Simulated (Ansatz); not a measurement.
Crystal: Ga2O3.

```xyz
10
Lattice="6.1070 -1.5186 0.0000 6.1070 1.5186 0.0000 -1.3860 0.0000 5.6300" Properties=species:S:1:pos:R:3 pbc="T T T"
Ga    3.2184    0.0000    3.8621
Ga    7.6096    0.0000    1.7679
Ga   10.8240    0.0000    1.1564
Ga    0.0041    0.0000    4.4736
O     5.1267    0.0000    4.1853
O     5.7013    0.0000    1.4447
O     9.4919    0.0000    2.4592
O     1.3361    0.0000    3.1708
O     8.9710    0.0000    5.0118
O     1.8570    0.0000    0.6182
```

Base run:

* Program: Ansatz 0.2.0
* Functional: LDA
* Potentials or basis: Ansatz PAW
* Cutoff: 420 eV (not typed: the program's choice for these potentials)
* k mesh: 9 × 9 × 5
* Occupations: fermi-dirac, width 0.05 eV
* Spin: no spin polarisation

Its results: band gap on the k mesh 2.33 eV, indirect (least direct gap 2.35 eV); pressure -4.1 GPa; largest force 0.088 eV/Å.

Q: After a change of settings the same cell gave: band gap on the k mesh 2.51 eV, indirect (least direct gap 2.53 eV); pressure 13.2 GPa; largest force 0.280 eV/Å. Which change was it?
A. functional from LDA to PBE; occupations from fermi-dirac, width 0.05 eV to gaussian, width 0.013 eV
B. functional from LDA to r2SCAN; cutoff from 420 eV (not typed: the program's choice for these potentials) to 500 eV (not typed: the program's choice for these potentials)
C. functional from LDA to revPBE
D. functional from LDA to PBE

A: C.

revPBE binds less tightly than LDA, so the same cell stands under more pressure.

Caveats: the PAW data sets come from PBE, with cores solved anew for the run's functional, which leaves a small shift of forces and pressure.
